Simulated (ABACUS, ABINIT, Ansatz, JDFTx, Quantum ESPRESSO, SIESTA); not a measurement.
**LiF: programs and potentials compared**

```
F Li
1.0
     0.00000    2.01400    2.01400
     2.01400    0.00000    2.01400
     2.01400    2.01400    0.00000
F Li
1 1
Direct
  0.50000 0.50000 0.50000
  0.00000 0.00000 0.00000
```

Alike in all runs: task single point; functional PBE; k mesh 11 × 11 × 11; occupations fermi-dirac, width 0.05 eV; no spin polarisation; no spin-orbit coupling. Pressure is positive in compression and, in plane waves, holds the error of the finite cutoff, which Ansatz's Pulay term estimates and takes out.

| program and potentials | plane-wave cutoff (eV) | notes | pressure (GPa) |
| --- | --- | --- | --- |
| SIESTA, files PseudoDojo sr-pbe-0.4.1-standard, DZP (energy shift 0.003 Ry; two zetas on semicore shells) | - | atomic basis | 2.61 |
| Quantum ESPRESSO, SSSP 1.3 efficiency PBE | 748 | - | 2.00 |
| Ansatz, Ansatz PAW (earlier soft set) | 420 | Pulay term of +0.39 GPa included | 2.07 |
| JDFTx, PseudoDojo-SR-PBE-0.5-standard | 1143 | - | 1.74 |
| ABACUS, PseudoDojo NC SR 0.4.1 PBE standard, plane waves | 1143 | - | 1.74 |
| ABINIT, JTH PAW PBE v2.0 | 626 | - | 1.76 |
| Ansatz, all-electron LAPW, scalar-relativistic | - | - | 2.02 |
| JDFTx, PseudoDojo-SR-PBE-0.5-standard with smoothed tails | 1143 | - | ? |

Task: Estimate from the other rows what the run with JDFTx, PseudoDojo-SR-PBE-0.5-standard with smoothed tails gave.

Result: Pressure 1.75 GPa. The other rows, which needn't bracket it: pressure 1.74 to 2.61.
